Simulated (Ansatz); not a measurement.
# Nb2COF MXene bilayer (AB) in a perpendicular field, part 4 of 4

What dipole does a perpendicular field induce in the Nb2COF MXene bilayer (AB)? A positive field points along +c.

Ansatz 0.2.0; plane-wave DFT, PBE-D3(BJ), Ansatz PAW (the session's first sound run).

So far. Step 11 (Field on, atoms free, field -0.1 V/Å): The dipole is -0.116 e·Å, -0.0636 e·Å from its value without field. Step 12 (Response, atoms relaxed): The induced dipole is that of a conductor 13.70 Å thick.

**13. The same run with other settings**

This step: plane-wave DFT, PBE-D3(BJ), Ansatz PAW (Ansatz 0.2.0).

An input spoilt on purpose, to show how the run answers: it repeats the earlier run at 0.03 V/Å with efield.axis from 3 to 0, and scf.max_iter set to 100.

Contents of input.yaml:

```yaml
crystal:
  lattice:
    - [3.1193962155, 0.0, 0.0]
    - [-1.5596981078, 2.7014763671, 0.0]
    - [0.0, 0.0, 30.5918034431]
  atoms:
    - { symbol: F, position: [0.3333333333, 0.6666666667, 0.2941964509] }
    - { symbol: Nb, position: [0.6666666667, 0.3333333333, 0.3407327457] }
    - { symbol: C, position: [0.0, 0.0, 0.3782205711] }
    - { symbol: Nb, position: [0.3333333333, 0.6666666667, 0.4189098837] }
    - { symbol: O, position: [0.6666666667, 0.3333333333, 0.4544263755] }
    - { symbol: F, position: [0.6666666667, 0.3333333333, 0.5467568305] }
    - { symbol: Nb, position: [0.0, 0.0, 0.5922654771] }
    - { symbol: C, position: [0.3333333333, 0.6666666667, 0.6298272045] }
    - { symbol: Nb, position: [0.6666666667, 0.3333333333, 0.6705927733] }
    - { symbol: O, position: [0.0, 0.0, 0.7058035491] }
kpoints:
  mp_grid: { grid: [18, 18, 1] }
  band_path:
    path: [[0, 0, 0], [0.5, 0, 0], [0.33333333, 0.33333333, 0], [0, 0, 0]]
    npoints: 16
hamiltonian:
  xc: pbe
  dispersion: d3bj
scf:
  occupations: { method: fermi_dirac, width: 0.05 }
  convergence: { dr2_threshold: 1.0e-10 }
  max_iter: 100
efield:
  axis: 0
  dipole_correction: true
  ramp_position: 0.97
  ramp_width: 0.06
  amplitude: 0.03
output:
  write_potential: true
  write_density: true
  volumetric_format: npy
```

Command:

```sh
> ansatz run input.yaml --threads 4 --pin off --max-ram 12288MiB --backend cpu --events-out ev --progress --plain --runs-dir out
```

Numbers of over 12 decimals in the logs are rounded to 6 here.

What it wrote:

```text
Error: invalid value for `efield.axis`: must be in [1, 3]; got 0
```

The job ended after 0.03 s (4 threads of Intel Xeon 6975P-C (Granite Rapids), shared host; peak memory 0.042 GiB).

The input was rejected at the start.

The program's message: “Error: invalid value for `efield.axis`: must be in [1, 3]; got 0”

The fault put into the input: an axis of 0, outside the range 1 to 3.

**14. Varying the input: hamiltonian.xc = "r2scan"**

This step: plane-wave DFT, PBE-D3(BJ), Ansatz PAW, but for the change named below (Ansatz 0.2.0).

Another changed input: it repeats the earlier run at 0.03 V/Å with hamiltonian.xc from pbe to r2scan.

input.yaml, as its differences from that of step 13:

```diff
@@ -22,3 +22,3 @@
 hamiltonian:
-  xc: pbe
+  xc: r2scan
   dispersion: d3bj
@@ -27,5 +27,4 @@
   convergence: { dr2_threshold: 1.0e-10 }
-  max_iter: 100
 efield:
-  axis: 0
+  axis: 3
   dipole_correction: true
```

What it wrote:

```text
Warning: the engine holds no damping parameters fitted to this dispersion correction and functional, so the run takes those fitted to r2scan beside the three-body term, which d3bj leaves out (hamiltonian.dispersion, under Limitations)
[...]
Crystal: 10 atoms, lattice volume = 257.796 Å³
Basis set: ecut = 500 eV, 6543 PW (Γ), exchange–correlation on 96×96×900 points (64 copies of the dense FFT grid, shifted against one another)
Bands: 53, of which v1, the nominal top of the filled ones, is band 43 counted from 1 (42 counted from 0)
Symmetry: 6 space group operations
[...]
k-points: 37 of 324 (time reversal used)
[...]
SCF iter   1: F=—  HF=-21523.051443 eV  |F-HF|=—  |Δ(HF+E_count)|=         —  Δρ=1.36e-2  dr2=2.64e0  dr2_τ=6.55e-1  ethr=1.77e-3  p=-0.037 e·Å  D=-2.60e-2 V/Å  ΔV_dip=0.80 eV  dr2_dipole=9.14e-1  V_vac-E_F(+/−)=6.13/4.49 eV  ⟨swp⟩=8.5  Hψ=9967  notcnv=0  defer=29
[...]
SCF iter  12: F=-21523.027801 eV  HF=-21523.027801 eV  |F-HF|=1.26e-9  |Δ(HF+E_count)|=   1.64e-9  Δρ=6.09e-8  dr2=1.97e-11  dr2_τ=7.41e-13  ethr=1.00e-12  p=-0.038 e·Å  D=-2.68e-2 V/Å  ΔV_dip=0.82 eV  dr2_dipole=4.46e-12  V_vac-E_F(+/−)=6.29/4.63 eV  ⟨swp⟩=11.0  Hψ=6061  notcnv=0
SCF 1 converged in 12 iterations: F = -21523.027801 eV  dr2 = 1.97e-11
[...]
SCF converged after 12 iterations
Free energy (F): -21523.027801 eV
[...]
Internal energy: -21523.004567 eV  (E = F + TS)
E sigma→0 (E₀):  -21523.016184 eV
Entropy (-TS):   -0.023233 eV (-2.323 meV/atom)
Fermi energy:    3.681640 eV
Dipole field:    D = -0.026802 V/Å  (p = -0.038185 e·Å, saw-weighted, corrected)
Work function:   not extracted (applied field tilts the vacuum); planar V_es + V_field profile in the machine report
[...]
--- Band table (eV; the first three rows and the last of 37) ---
  k-point 0: bands = [... 39 lower, 0.3402, 2.8005, 2.8005, 2.8116, 2.8116, 3.5417, 3.5814, 5.2311, ... 6 higher]
  k-point 1: bands = [... 39 lower, 0.2955, 2.7287, 2.7462, 2.8657, 2.8800, 3.5611, 3.6048, 5.2075, ... 6 higher]
  k-point 2: bands = [... 39 lower, 0.2818, 2.5370, 2.5673, 3.0573, 3.0773, 3.5990, 3.6613, 5.1950, ... 6 higher]
  k-point 36: bands = [... 39 lower, -0.5404, 3.4433, 3.4825, 3.9003, 3.9786, 4.6217, 4.6224, 5.6097, ... 6 higher]
```

Elapsed: 31 s, on 4 threads; peak memory 1.5 GiB; 2 min of CPU time.

Numbers from this step:

- energy at zero smearing: -21523.0162 eV
- dipole along the normal: -0.03818 e·Å

Electronic bands along the path, in eV, zero at the Fermi level:

```
  point  band 39  band 40  band 41  band 42  band 43  band 44  band 45  band 46
      Γ    -3.34    -3.34    -0.88    -0.88    -0.87    -0.87    -0.14    -0.10
halfway    -3.73    -3.67    -1.75    -1.70     0.32     0.34     0.36     0.40
      M    -3.58    -3.55    -2.03    -1.96     1.44     1.45     2.15     2.15
halfway    -3.76    -3.70    -1.45    -1.38     1.06     1.11     1.52     1.53
      K    -4.25    -4.22    -0.24    -0.20     0.22     0.30     0.94     0.94
halfway    -3.61    -3.57    -1.11    -1.01    -0.88    -0.84     1.44     1.48
      Γ    -3.34    -3.34    -0.88    -0.88    -0.87    -0.87    -0.14    -0.10
```

```
                     quantity  this run  earlier run  difference
dipole along the normal (e·Å)  -0.03818     -0.03407     -0.0041
```

It moves by -0.00411 e·Å.

Of the bands kept, 4 cross the Fermi level on this path.

**15. Results**

| Item | Value |
| --- | --- |
| gap without field | none |
| work function, upper face | 5.95 eV |
| step between the vacuum levels | 1.13 eV |
| equivalent conductor thickness, atoms held | 13.2 Å |
| equivalent conductor thickness, atoms relaxed | 13.7 Å |

**Reading.** The induced dipole equals that of a perfect conductor 13.23 Å thick, while the outer atoms lie 12.59 Å apart. The two faces differ: the vacuum level above lies 1.13 eV higher than the one below. Letting the atoms follow the field adds 0.47 Å to the equivalent conductor thickness: the ionic part of the response. There is no gap over 0.03 eV, with or without the field. The first relaxation ran with spin and lost its moment, and the later runs have none; other magnetic states were not tried. Spin-orbit coupling is left out. The MXene's terminations sit over the metal atoms of its far layer; the site over carbon or nitrogen, which some compounds prefer, was not run.

[Logs are printed without paths, hosts, clocks, repeated set-up lines and the standing remarks that a program may print on its own settings, such as how far it seeks lower states.]

[Hosts, paths, dates, database ids (printed as entryN), source tags and the programs' standing remarks are cut or masked in the printed files.]

[Maps of the electrostatic potential energy from Ansatz leave out the sawtooth potential of an applied field or a dipole correction, so their vacuum need not be flat; planar profiles and work functions include it.]
